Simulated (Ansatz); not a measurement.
BeO:
```cif
data_Be6O6
_chemical_formula_sum 'Be6 O6'
_space_group_name_H-M_alt 'P63mc'
_space_group_IT_number 186
_space_group_name_Hall 'P 6c -2c'
_cell_length_a 2.68838
_cell_length_b 2.68838
_cell_length_c 13.14704
_cell_angle_alpha 90.000
_cell_angle_beta 90.000
_cell_angle_gamma 120.000
loop_
_atom_site_label
_atom_site_type_symbol
_atom_site_symmetry_multiplicity
_atom_site_Wyckoff_symbol
_atom_site_fract_x
_atom_site_fract_y
_atom_site_fract_z
_atom_site_occupancy
Be1 Be 2 a 0.00000 0.00000 0.49967 1
Be2 Be 2 b 0.33333 0.66667 0.33347 1
Be3 Be 2 b 0.66667 0.33333 0.16664 1
O1 O 2 a 0.00000 0.00000 0.37460 1
O2 O 2 b 0.33333 0.66667 0.20806 1
O3 O 2 b 0.66667 0.33333 0.04126 1
```

Relaxed with PBEsol.

Q: Decompose the optical modes at the zone centre into irreducible representations, and say which are infrared and Raman allowed.

A: Point group 6mm: Γ_opt = 5A1 + 6B1 + 5E1 + 6E2. Infrared: A1, E1. Raman: A1, E1, E2.

Q: Assign frequencies (DFPT, PBEsol (plane waves, PAW; program Ansatz); without the LO–TO term).

A: E2 161, E2 162, E1 277, E1 281, B1 313, B1 315, E2 322, A1 570, A1 576, E2 696, E1 701, B1 706, E1 707, A1 711, E2 714, E2 720, E1 723, B1 891, A1 962, A1 969, B1 1042, B1 1048 cm⁻¹.

Subscripts of B labels follow the axes of the standard setting.

Space group P6_3mc. The cell is a constructed one: a structure type filled with these elements. Its sites differ from those of the usual phase in this space group: another stacking or structure type. The PBEsol relaxation kept the symmetry of its start; of distortions, only those at the zone centre were tested.

Potentials: the later of the program's two PAW sets.
